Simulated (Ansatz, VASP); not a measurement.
# I: VASP beside Ansatz

```
CELL_PARAMETERS angstrom
-2.16981 2.16981 2.16981
2.16981 -2.16981 2.16981
2.16981 2.16981 -2.16981
ATOMIC_POSITIONS crystal
I 0.00000 0.00000 0.00000
```

The real solid is made of molecules; this cell is a model form.

Alike in both runs: task single point; functional r2SCAN; k mesh 8 × 8 × 8; occupations fermi-dirac, width 0.01 eV; no spin polarisation.

```csv
,VASP,Ansatz
version,VASP 6.6.1,Ansatz 0.2.0
potentials or method,"VASP PAW PBE potentials, release 64 (I)","plane waves, PAW"
plane-wave cutoff (eV),520,750
valence electrons in the cell,7,17
```

|  | VASP | Ansatz | Ansatz less VASP |
| --- | --- | --- | --- |
| pressure (GPa) | -2.3 | -2.2 | +0.02 |

The two sets of potentials don't hold the same shells in valence.

Caveats: the PAW data sets were made with another functional, which shifts forces and pressure a little (VASP); an odd number of electrons without spin polarisation forces a metal; a magnetic or distorted state may lie lower. The runs have no spin-orbit coupling, so splittings on I are missing.
